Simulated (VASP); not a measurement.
# AlP in VASP: reference runs

Reference runs on AlP: the cell as given.

Everything below comes from runs of VASP 6.6.1. Logs are shortened: lines on timing, memory, paths and dates and some standing lists are left out, and cuts for length are marked.

### 1 The cell of the first run

The cell holds a slab with vacuum, 8 atoms: a = 3.854 Å, b = 3.854 Å, c = 25.228 Å, α = 90.00°, β = 90.00°, γ = 120.00°.

### 2 Single point, PBE (the (1 1 1) slab of AlP, cut from the database cell, not relaxed)

INCAR

```
SYSTEM = AlP
PREC = Accurate ; ENCUT = 520
EDIFF = 1E-7 ; ISMEAR = -1
SIGMA = 0.05 ; LREAL = .FALSE.
LASPH = .TRUE. ; NELM = 60
ALGO = Normal ; ISIF = 2
LWAVE = .FALSE. ; LCHARG = .FALSE.
LDIPOL = .TRUE. ; IDIPOL = 3
DIPOL = 0.5 0.5 0.500 ; GGA = PE
NBANDS = 26
```

KPOINTS

```
Automatic mesh
0
G
  8 8 1
  0 0 0
```

POSCAR

```
AlP
1.0
    3.8544390642      0.0000000000      0.0000000000
   -1.9272195321      3.3380421470      0.0000000000
    0.0000000000      0.0000000000     25.2281930314
P Al
4 4
Direct
    0.0000000000      0.0000000000      0.2972864521
    0.3333333333      0.6666666667      0.4220332508
    0.6666666667      0.3333333333      0.5467800495
    0.0000000000      0.0000000000      0.6715268482
    0.3333333333      0.6666666667      0.3284731518
    0.6666666667      0.3333333333      0.4532199505
    0.0000000000      0.0000000000      0.5779667492
    0.3333333333      0.6666666667      0.7027135479
```

Potentials or basis: VASP PAW PBE potentials, release 64 (P, Al).

Command:

```console
$ cat potpaw_PBE.64/P/POTCAR potpaw_PBE.64/Al/POTCAR > POTCAR
$ mpirun -np 1 vasp_std > vasp.out
```

OUTCAR:

```text
SYSTEM = AlP
   PREC = Accurate
   ENCUT = 520
   EDIFF = 1E-7
   ISMEAR = -1
   LREAL = .FALSE.
   LASPH = .TRUE.
   NELM = 60
   ISIF = 2
   GGA = PE

 ion  position               nearest neighbor table
   1  0.000  0.000  0.297-   5 2.36   5 2.36   5 2.36
   2  0.333  0.667  0.422-   5 2.36   6 2.36   6 2.36   6 2.36
   3  0.667  0.333  0.547-   6 2.36   7 2.36   7 2.36   7 2.36
   4  0.000  0.000  0.672-   7 2.36   8 2.36   8 2.36   8 2.36
   5  0.333  0.667  0.328-   2 2.36   1 2.36   1 2.36   1 2.36
   6  0.667  0.333  0.453-   3 2.36   2 2.36   2 2.36   2 2.36
   7  0.000  0.000  0.578-   4 2.36   3 2.36   3 2.36   3 2.36
   8  0.333  0.667  0.703-   4 2.36   4 2.36   4 2.36

  LATTYP: Found a hexagonal cell.
 ALAT       =     3.8544390642
 C/A-ratio  =     6.5452307356

  Lattice vectors:

 A1 = (   3.8544390642,   0.0000000000,   0.0000000000)
 A2 = (  -1.9272195321,   3.3380421470,   0.0000000000)
 A3 = (   0.0000000000,   0.0000000000,  25.2281930314)

Analysis of symmetry for initial positions (statically):
=====================================================================
 Subroutine PRICEL returns:
 Original cell was already a primitive cell.

 Routine SETGRP: Setting up the symmetry group for a
 hexagonal supercell.

 Subroutine GETGRP returns: Found  6 space group operations
 (whereof  6 operations were pure point group operations)
 out of a pool of 24 trial point group operations.

The static configuration has the point symmetry C_3v.

Analysis of symmetry for dynamics (positions and initial velocities):
=====================================================================
 Subroutine PRICEL returns:
 Original cell was already a primitive cell.

 Routine SETGRP: Setting up the symmetry group for a
 hexagonal supercell.

 Subroutine GETGRP returns: Found  6 space group operations
 (whereof  6 operations were pure point group operations)
 out of a pool of 24 trial point group operations.

The dynamic configuration has the point symmetry C_3v.

 Subroutine INISYM returns: Found  6 space group operations
 (whereof  6 operations are pure point group operations),
 and found     1 'primitive' translations

----------------------------------------------------------------------------------------

                                     Primitive cell

  volume of cell :     324.5930

  direct lattice vectors                    reciprocal lattice vectors
     3.854439064  0.000000000  0.000000000     0.259441123  0.149788402  0.000000000
    -1.927219532  3.338042147  0.000000000     0.000000000  0.299576805  0.000000000
     0.000000000  0.000000000 25.228193031     0.000000000  0.000000000  0.039638194

  length of vectors
     3.854439064  3.854439064 25.228193031     0.299576805  0.299576805  0.039638194

  position of ions in fractional coordinates (direct lattice)
     0.000000000  0.000000000  0.297286452
     0.333333333  0.666666667  0.422033251
     0.666666667  0.333333333  0.546780050
     0.000000000  0.000000000  0.671526848
     0.333333333  0.666666667  0.328473152
     0.666666667  0.333333333  0.453219950
     0.000000000  0.000000000  0.577966749
     0.333333333  0.666666667  0.702713548

  ion indices of the primitive-cell ions
   primitive index   ion index
                 1           1
                 2           2
                 3           3
                 4           4
                 5           5
                 6           6
                 7           7
                 8           8

----------------------------------------------------------------------------------------

 KPOINTS: Automatic mesh

Automatic generation of k-mesh.
 Grid dimensions read from file:
 generate k-points for:    8    8    1

 Generating k-lattice:

  Cartesian coordinates                     Fractional coordinates (reciprocal lattice)
     0.032430140  0.018723550  0.000000000     0.125000000  0.000000000  0.000000000
     0.000000000  0.037447101  0.000000000     0.000000000  0.125000000  0.000000000
     0.000000000  0.000000000  0.039638194     0.000000000  0.000000000  1.000000000

  Length of vectors
     0.037447101  0.037447101  0.039638194

  Shift w.r.t. Gamma in fractional coordinates (k-lattice)
     0.000000000  0.000000000  0.000000000

 Subroutine IBZKPT returns following result:
 ===========================================

 Found     10 irreducible k-points:

 Following reciprocal coordinates:
            Coordinates               Weight
  0.000000  0.000000  0.000000      1.000000
  0.125000  0.000000  0.000000      6.000000
  0.250000  0.000000  0.000000      6.000000
  0.375000  0.000000  0.000000      6.000000
  0.500000  0.000000  0.000000      3.000000
  0.125000  0.125000  0.000000      6.000000
  0.250000  0.125000  0.000000     12.000000
  0.375000  0.125000  0.000000     12.000000
  0.250000  0.250000  0.000000      6.000000
  0.375000  0.250000  0.000000      6.000000
   k-points           NKPTS =     10   k-points in BZ     NKDIM =     10   number of bands    NBANDS=     26
   number of dos      NEDOS =    301   number of ions     NIONS =      8
   total plane-waves  NPLWV = 172800
   dimension x,y,z NGX =    30 NGY =   30 NGZ =  192
   dimension x,y,z NGXF=    60 NGYF=   60 NGZF=  384
   ions per type =               4   4
   NGX,Y,Z   is equivalent  to a cutoff of  12.94, 12.94, 12.65 a.u.
   NGXF,Y,Z  is equivalent  to a cutoff of  25.88, 25.88, 25.30 a.u.
 SYSTEM =  AlP
   PREC   = accura    normal or accurate (medium, high low for compatibility)
   ISTART =      0    job   : 0-new  1-cont  2-samecut
   ICHARG =      2    charge: 1-file 2-atom 10-const
   ISPIN  =      1    spin polarized calculation?
   LNONCOLLINEAR =      F non collinear calculations
   LSORBIT =      F    spin-orbit coupling
   LASPH  =      T    aspherical Exc in radial PAW
   ENCUT  =  520.0 eV  38.22 Ry    6.18 a.u.   7.17  7.17 46.91*2*pi/ulx,y,z
   NELM   =     60;   NELMIN=  2; NELMDL= -5     # of ELM steps
   EDIFF  = 0.1E-06   stopping-criterion for ELM
   LREAL  =      F    real-space projection
   EDIFFG = 0.1E-05   stopping-criterion for IOM
   NSW    =      0    number of steps for IOM
   IBRION =     -1    ionic relax: 0-MD 1-quasi-New 2-CG
   NFREE  =      0    steps in history (QN), initial steepest desc. (CG)
   ISIF   =      2    stress and relaxation
   ISYM   =      2    0-nonsym 1-usesym 2-fastsym
   POTIM  = 0.5000    time-step for ionic-motion
   TEBEG  =    0.0;   TEEND  =   0.0 temperature during run
   PSTRESS=    0.0 pullay stress
   NELECT =      32.0000    total number of electrons
   NUPDOWN=      -1.0000    fix difference up-down
   EMIN   =  10.00;   EMAX   =-10.00  energy-range for DOS
   EFERMI =   0.00;   METHOD = LEGACY
   ISMEAR =    -1;   SIGMA  =   0.05  broadening in eV -4-tet -1-fermi 0-gaus
   EFERMI_NEDOS =   21; number of points for ismear=-14 and -15
   IALGO  =     38    algorithm
   IMIX   =      4    mixing-type and parameters
     AMIX     =   0.40;   BMIX     =  1.00
     AMIX_MAG =   1.60;   BMIX_MAG =  1.00
  volume/ion in A,a.u.               =      40.57       273.81
  Fermi-wavevector in a.u.,A,eV,Ry     =   0.756273  1.429148  7.781831  0.571948
  Thomas-Fermi vector in A             =   1.854356
   LORBIT       =      0    0 simple, 1 ext, 2 COOP (PROOUT), +10 PAW based schemes
   GGA     = PE    functional components
   LHFCALC =     F    Hartree Fock is set to
   AEXX    =    0.0000 exact exchange contribution
   IVDW    =     0    specifies the selected vdW correction
   LEPSILON=     F    determine dielectric tensor
   LRPA    =     F    only Hartree local field effects (RPA)
 non-spin polarized calculation
  energy-cutoff  :      520.00
  volume of cell :      324.59
 maximum number of plane-waves:      8779
 NGX is ok and might be reduce to    30
   NGX = 15   NGY = 15   NGZ = 93

 dipolmoment           0.000000      0.000000      0.014495 electrons x Angstroem

 number of electron      31.9999998 magnetization

 dipolmoment           0.000000      0.000000     -0.191671 electrons x Angstroem

 Free energy of the ion-electron system (eV)
  ---------------------------------------------------
  ext. energy  EPLUGINS =         0.00000000
  ---------------------------------------------------
  free energy    TOTEN  =       -38.62788591 eV

  energy without entropy =      -38.55194499  energy(sigma->0) =      -38.58991545

 E-fermi :   0.2269     XC(G=0):  -5.2312

 val. band max:        0.2174594376   @ k =   0.1250   0.0000   0.0000
 cond. band min:       0.2393962790   @ k =   0.3750   0.1250   0.0000
 fundamental gap:      0.0219368414
 Fermi energy:         0.2269429306

 k-point     1 :       0.0000    0.0000    0.0000
  band No.  band energies     occupation
      1     -12.3685      2.00000
      2     -11.5969      2.00000
      3     -10.8577      2.00000
      4      -9.6970      2.00000
      5      -5.9082      2.00000
      6      -4.3355      2.00000
[... 18 lines left out ...]
     25       4.0666      0.00000
     26       4.0666      0.00000

 k-point     2 :       0.1250    0.0000    0.0000
  band No.  band energies     occupation
      1     -12.2217      2.00000
      2     -11.4557      2.00000
      3     -10.7217      2.00000
      4      -9.5599      2.00000
      5      -5.8000      2.00000
      6      -4.2971      2.00000
[... 18 lines left out ...]
     25       4.4392      0.00000
     26       4.5427      0.00000

 k-point     3 :       0.2500    0.0000    0.0000
  band No.  band energies     occupation
      1     -11.8097      2.00000
      2     -11.0656      2.00000
      3     -10.3510      2.00000
      4      -9.1855      2.00000
      5      -5.6104      2.00000
      6      -4.7139      2.00000
[... 18 lines left out ...]
     25       4.8439      0.00000
     26       5.2894      0.00000

 k-point     4 :       0.3750    0.0000    0.0000
  band No.  band energies     occupation
      1     -11.2565      2.00000
      2     -10.5706      2.00000
      3      -9.8982      2.00000
      4      -8.7256      2.00000
      5      -6.0313      2.00000
      6      -5.6341      2.00000
[... 18 lines left out ...]
     25       4.8617      0.00000
     26       5.2581      0.00000

 k-point     5 :       0.5000    0.0000    0.0000
  band No.  band energies     occupation
      1     -10.9384      2.00000
      2     -10.3229      2.00000
      3      -9.6811      2.00000
      4      -8.5021      2.00000
      5      -6.4437      2.00000
      6      -6.0400      2.00000
[... 18 lines left out ...]
     25       4.7315      0.00000
     26       5.2108      0.00000

 k-point     6 :       0.1250    0.1250    0.0000
  band No.  band energies     occupation
      1     -11.9414      2.00000
      2     -11.1889      2.00000
      3     -10.4671      2.00000
      4      -9.3028      2.00000
      5      -5.6387      2.00000
      6      -4.4365      2.00000
[... 18 lines left out ...]
     25       4.4987      0.00000
     26       4.8774      0.00000

 k-point     7 :       0.2500    0.1250    0.0000
  band No.  band energies     occupation
      1     -11.4478      2.00000
      2     -10.7341      2.00000
      3     -10.0437      2.00000
      4      -8.8736      2.00000
      5      -5.6950      2.00000
      6      -5.2369      2.00000
[... 18 lines left out ...]
     25       4.9890      0.00000
     26       5.1125      0.00000

 k-point     8 :       0.3750    0.1250    0.0000
  band No.  band energies     occupation
      1     -10.9632      2.00000
      2     -10.3313      2.00000
      3      -9.6851      2.00000
      4      -8.5057      2.00000
      5      -6.2580      2.00000
      6      -5.8710      2.00000
[... 18 lines left out ...]
     25       4.9331      0.00000
     26       5.3792      0.00000

 k-point     9 :       0.2500    0.2500    0.0000
  band No.  band energies     occupation
      1     -10.9869      2.00000
      2     -10.3404      2.00000
      3      -9.6894      2.00000
      4      -8.5096      2.00000
      5      -5.9998      2.00000
      6      -5.6613      2.00000
[... 18 lines left out ...]
     25       5.3199      0.00000
     26       5.5196      0.00000

 k-point    10 :       0.3750    0.2500    0.0000
  band No.  band energies     occupation
      1     -10.7424      2.00000
      2     -10.1568      2.00000
      3      -9.5264      2.00000
      4      -8.3389      2.00000
      5      -6.1835      2.00000
      6      -5.8419      2.00000
[... 18 lines left out ...]
     25       5.4524      0.00000
     26       5.9742      0.00000

------------------------ aborting loop because EDIFF is reached ----------------------------------------

 vacuum level on the upper side and lower side of the slab       (xc-potential included)        -1.438         1.216

  FORCE on cell =-STRESS in cart. coord.  units (eV):
  Direction    XX          YY          ZZ          XY          YZ          ZX
  --------------------------------------------------------------------------------------
  -------------------------------------------------------------------------------------
  Total        1.2942922      1.2942922      3.3667466      0.0000000     -0.0000000     -0.0000000
  in kB        6.3885719      6.3885719     16.6181193      0.0000000     -0.0000000     -0.0000000
  external PRESSURE =       9.7984210 kB  Pullay stress =       0.0000000 kB

 VOLUME and BASIS-vectors are now :
 -----------------------------------------------------------------------------
  energy-cutoff  :      520.00
  volume of cell :      324.59
      direct lattice vectors                 reciprocal lattice vectors
     3.854439064  0.000000000  0.000000000     0.259441123  0.149788402  0.000000000
    -1.927219532  3.338042147  0.000000000     0.000000000  0.299576805  0.000000000
     0.000000000  0.000000000 25.228193031     0.000000000  0.000000000  0.039638194

 POSITION                                       TOTAL-FORCE (eV/Angst)
 -----------------------------------------------------------------------------------
      0.00000      0.00000      7.50000         0.000000     -0.000000      0.111701
     -0.00000      2.22536     10.64714         0.000000     -0.000000      0.595096
      1.92722      1.11268     13.79427        -0.000000      0.000000      0.494617
      0.00000      0.00000     16.94141        -0.000000      0.000000      0.826805
     -0.00000      2.22536      8.28678         0.000000      0.000000     -0.676485
      1.92722      1.11268     11.43392        -0.000000      0.000000     -0.516003
      0.00000      0.00000     14.58106        -0.000000      0.000000     -0.538315
     -0.00000      2.22536     17.72819         0.000000     -0.000000     -0.297416
 -----------------------------------------------------------------------------------
    total drift:                                0.000000     -0.000000      0.000164

  FREE ENERGIE OF THE ION-ELECTRON SYSTEM (eV)
  ---------------------------------------------------
  free  energy   TOTEN  =       -38.6278859111 eV

  energy  without entropy=      -38.5519449947  energy(sigma->0) =      -38.58991545

 vacuum level on the upper side and lower side of the slab         3.640         6.354
```

It took 7.1 min on 1 thread of Intel Xeon Platinum 8488C (Sapphire Rapids), shared host; peak memory 0.45 GiB.

What came out:

| Item | Value |
| --- | --- |
| Free energy | -38.6279 eV |
| Largest force | 0.827 eV/Å |
| Band gap on the k mesh | none (metal or under the smearing width) |

Forces on the atoms (eV/Å):
```
P    0.000  0.000  0.112
P    0.000  0.000  0.595
P    0.000  0.000  0.495
P    0.000  0.000  0.827
Al   0.000  0.000 -0.676
Al   0.000  0.000 -0.516
Al   0.000  0.000 -0.538
Al   0.000  0.000 -0.297
```
